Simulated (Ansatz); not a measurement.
Molecular dynamics on a 2×2×2 supercell (16 atoms) of HgS (F-43m), relaxed with r2SCAN. Forces come from PBEsol in the plane-wave code Ansatz: a Langevin thermostat at fixed volume, 1700 K, steps of 1 fs. Computed, non-magnetic; the trajectory is short and the cell small, so nothing here is a converged average.

```yaml
crystal:
  lattice:
    - [0.0, 5.9303742674, 5.9303742674]
    - [5.9303742674, 0.0, 5.9303742674]
    - [5.9303742674, 5.9303742674, 0.0]
  atoms:
    - { symbol: Hg, position: [0.0, 0.0, 0.0] }
    - { symbol: S, position: [0.125, 0.125, 0.125] }
    - { symbol: Hg, position: [0.0, 0.0, 0.5] }
    - { symbol: S, position: [0.125, 0.125, 0.625] }
    - { symbol: Hg, position: [0.0, 0.5, 0.0] }
    - { symbol: S, position: [0.125, 0.625, 0.125] }
    - { symbol: Hg, position: [0.0, 0.5, 0.5] }
    - { symbol: S, position: [0.125, 0.625, 0.625] }
    - { symbol: Hg, position: [0.5, 0.0, 0.0] }
    - { symbol: S, position: [0.625, 0.125, 0.125] }
    - { symbol: Hg, position: [0.5, 0.0, 0.5] }
    - { symbol: S, position: [0.625, 0.125, 0.625] }
    - { symbol: Hg, position: [0.5, 0.5, 0.0] }
    - { symbol: S, position: [0.625, 0.625, 0.125] }
    - { symbol: Hg, position: [0.5, 0.5, 0.5] }
    - { symbol: S, position: [0.625, 0.625, 0.625] }
kpoints:
  mp_grid: { grid: [2, 2, 2] }
hamiltonian:
  xc: pbesol
scf:
  occupations: { method: fermi_dirac, width: 0.146 }
md:
  ensemble: nvt_langevin
  temperature: 1700
  timestep: 1.0
  n_steps: 30
  initial_velocities: maxwell_boltzmann
  seed: 7340
```

Command: `ansatz run input.yaml --threads 4 --pin off --max-ram 3686MiB --backend cpu --events-out ev --progress --plain --runs-dir out`.

**Question.** What wall time did it need on 4 threads of Arm Neoverse N1, on a shared host, load about 0.9 per core, and what peak of host memory did it reach?

**Answer.** About 4 min, with a peak of 1.6 GiB.

**Question.** How do temperature and energy develop?

**Answer.** The temperature starts at 1594 K, is lowest at step 28 (1135 K, 28 fs) and ends at 1140 K. The thermostat hasn't had time to restore it. By the last step the atoms have moved 0.18 Å in the root mean square, the drift of the whole cell taken out, 0.35 Å at most.

| step | t (fs) | T (K) | free energy F from step 0 (meV/atom) | kinetic energy (meV/atom) | largest force (eV/Å) |
| --- | --- | --- | --- | --- | --- |
| 0 | 0 | 1594 | 0.0 | 206.0 | 0.00 |
| 1 | 1 | 1634 | 0.2 | 211.2 | 0.10 |
| 2 | 2 | 1606 | 0.7 | 207.6 | 0.21 |
| 3 | 3 | 1457 | 1.7 | 188.3 | 0.31 |
| 4 | 4 | 1455 | 2.9 | 188.1 | 0.42 |
| 5 | 5 | 1420 | 4.6 | 183.5 | 0.52 |
| 6 | 6 | 1461 | 6.6 | 188.9 | 0.61 |
| 7 | 7 | 1398 | 8.8 | 180.7 | 0.73 |
| 8 | 8 | 1423 | 11.4 | 184.0 | 0.86 |
| 9 | 9 | 1353 | 14.3 | 174.9 | 1.02 |
| 10 | 10 | 1359 | 17.5 | 175.7 | 1.18 |
| 11 | 11 | 1342 | 21.1 | 173.5 | 1.36 |
| 12 | 12 | 1409 | 24.9 | 182.1 | 1.54 |
| 13 | 13 | 1406 | 28.9 | 181.7 | 1.72 |
| 14 | 14 | 1456 | 33.4 | 188.2 | 1.93 |
| 15 | 15 | 1508 | 38.3 | 195.0 | 2.15 |
| 16 | 16 | 1566 | 43.4 | 202.5 | 2.37 |
| 17 | 17 | 1470 | 48.9 | 190.0 | 2.59 |
| 18 | 18 | 1510 | 54.7 | 195.1 | 2.82 |
| 19 | 19 | 1453 | 60.6 | 187.9 | 3.05 |
| 20 | 20 | 1376 | 66.5 | 177.9 | 3.27 |
| 21 | 21 | 1329 | 72.4 | 171.7 | 3.49 |
| 22 | 22 | 1304 | 78.2 | 168.6 | 3.70 |
| 23 | 23 | 1315 | 83.7 | 170.0 | 3.88 |
| 24 | 24 | 1257 | 88.9 | 162.5 | 4.06 |
| 25 | 25 | 1255 | 94.2 | 162.2 | 4.24 |
| 26 | 26 | 1226 | 98.9 | 158.4 | 4.39 |
| 27 | 27 | 1210 | 103.0 | 156.4 | 4.49 |
| 28 | 28 | 1135 | 106.7 | 146.7 | 4.56 |
| 29 | 29 | 1139 | 109.7 | 147.2 | 4.59 |
| 30 | 30 | 1140 | 111.7 | 147.4 | 4.56 |

Positions (Å) and forces (eV/Å) at step 30:
```
Hg   0.074   0.075   0.102    -1.653  -1.712  -1.611
S    1.346   1.393   1.314     2.997   2.340   2.522
Hg   3.019   2.962  -0.006    -0.125  -0.124  -0.248
S    4.573   4.448   1.463    -0.891  -0.087  -0.099
Hg   2.954  -0.041   2.954     0.182  -0.101  -0.113
S    4.552   1.651   4.743     0.005  -0.939  -1.596
Hg   5.886   2.888   2.791    -0.447   0.528   1.072
S    7.403   4.397   4.419     0.225   0.264   0.134
Hg   0.018   2.986   3.051     0.501   0.514  -0.470
S    1.600   4.573   4.545    -1.084  -0.999   0.338
Hg   2.951   5.713   2.993     0.945   0.622  -0.565
S    4.610   7.434   4.336    -0.746  -0.644   0.907
Hg   2.884   2.902   5.815    -0.459   0.261   0.937
S    4.588   4.331   7.366    -0.504   0.749   0.271
Hg   5.967   5.982   5.943     0.027  -0.179  -0.023
S    7.334   7.308   7.710     1.026  -0.495  -1.455
```
